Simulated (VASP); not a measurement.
Set up this calculation in VASP 6.6.1, as the native input.

```
Task                   : single point
Functional             : RPBE
Potentials or basis    : VASP PAW PBE potentials, release 64 (Na_pv)
Cutoff                 : 520 eV
k mesh                 : 7 × 7 × 10
Occupations            : fermi-dirac, width 0.1 eV
Spin                   : no spin polarisation
Dipole correction      : no
Further INCAR settings : ALGO = Fast; EDIFF = 1e-06; NBANDS = 18
```

The structure of Na lies in POSCAR:

```
Na
1.0
    6.1448216752      0.0000000000      0.0000000000
   -3.0724108376      5.3215716725      0.0000000000
    0.0000000000      0.0000000000      3.6454797792
Na
3
Direct
    1.0000000000      1.0000000000      1.0000000000
    0.3333333333      0.6666666667      0.5000000000
    0.6666666667      0.3333333333      0.5000000000
```

This isn't the form of Na at room conditions, which is bcc.

The input as run:

INCAR

```
PREC = Accurate
ENCUT = 520
EDIFF = 1E-6
ISMEAR = -1
SIGMA = 0.1
LREAL = F
LASPH = T
NELM = 100
ALGO = Fast
ISIF = 2
LWAVE = F
LCHARG = T
GGA = RP
LELF = T
LVHAR = T
NBANDS = 18
```

KPOINTS

```
Automatic mesh
0
Gamma
  7 7 10
```

Potentials or basis: VASP PAW PBE potentials, release 64 (Na_pv).

Command:

```sh
$ cat potpaw_PBE.64/Na_pv/POTCAR > POTCAR
$ mpirun -np 1 vasp_std > vasp.out
```

It gave:

```
Pressure               : 0.0 GPa
Band gap on the k mesh : none (metal or under the smearing width)
```

Caveat: the PAW data sets were made with another functional, which shifts forces and pressure a little.

It took 45 s on 1 thread of AMD EPYC 9R45 96-Core Processor (Zen 5), with other jobs on the host, peak memory 0.23 GiB.
